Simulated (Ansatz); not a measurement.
WSe2 (layers cut from the bulk crystal), computed twice by G0W0.

The cell holds 6 atoms: 4 Se and 2 W. Cell: a = 3.236 Å, b = 3.236 Å, c = 42.300 Å, α = 90.0°, β = 90.0°, γ = 120.0°. It derives from WSe2. Regions: layer 1, 3 atoms (2 Se and 1 W); layer 2, 3 atoms (2 Se and 1 W). Vacuum lies along c.

```xyz
6
Lattice="3.2356 0.0000 0.0000 -1.6178 2.8021 0.0000 0.0000 0.0000 42.3000" Properties=species:S:1:pos:R:3
Se    0.0000    1.8681   16.3642
W     1.6178    0.9340   18.0447
Se    0.0000    1.8681   19.7259
Se    1.6178    0.9340   22.5741
W     0.0000    1.8681   24.2553
Se    1.6178    0.9340   25.9358
```

The structure was relaxed with PBEsol-D3(BJ). The runs that relaxed it are not among those shown. Spin-orbit coupling is left out unless a run names it.

The first (Ansatz 0.2.0; start PBEsol, 6×6×1 mesh, 510 empty bands, screening to 70 eV, PAW set soft_1 files; 1 × NVIDIA H100 80GB HBM3 (shared by 6 runs) with 2 threads of AMD EPYC 7R13 (Zen 3), shared host) gave, on its mesh: starting gap 1.12 eV, G0W0 gap 1.57 eV, mean of 1 + 4πα/V (set by the cell height) 4.06, 32 s.

Q: The second changes empty bands from 510 to 204 and screening cutoff (eV) from 70.0 to 38. What does it give?

It gave: starting gap 1.12 eV, G0W0 gap 1.50 eV, mean of 1 + 4πα/V (set by the cell height) 4.08, 14 s. The G0W0 gap moves by −0.06 eV, +0.00 eV from the start and −0.06 eV from the correction. Σc changes by +0.35 eV at the valence top and +0.29 eV at the conduction bottom, and Σx − Vxc between them by +0.00 eV.

Limits: not at the basis limit; coarse mesh for a sheet; no spin-orbit coupling.

[Paths, hosts, dates, memory and timing lines, banners, echoed tables and standing remarks are left out of the program output.]

[Logs are printed without paths, hosts, clocks, repeated set-up lines and the standing remarks that a program may print on its own settings, such as how far it seeks lower states.]

[Runs of the session that timed out or met a known fault of the program may be left out.]

[Cells called generated may have been cut or substituted from an entry of the Crystallography Open Database or the Materials Project.]

[Hosts, paths, dates, database ids (printed as entryN), source tags and the programs' standing remarks are cut or masked in the printed files.]
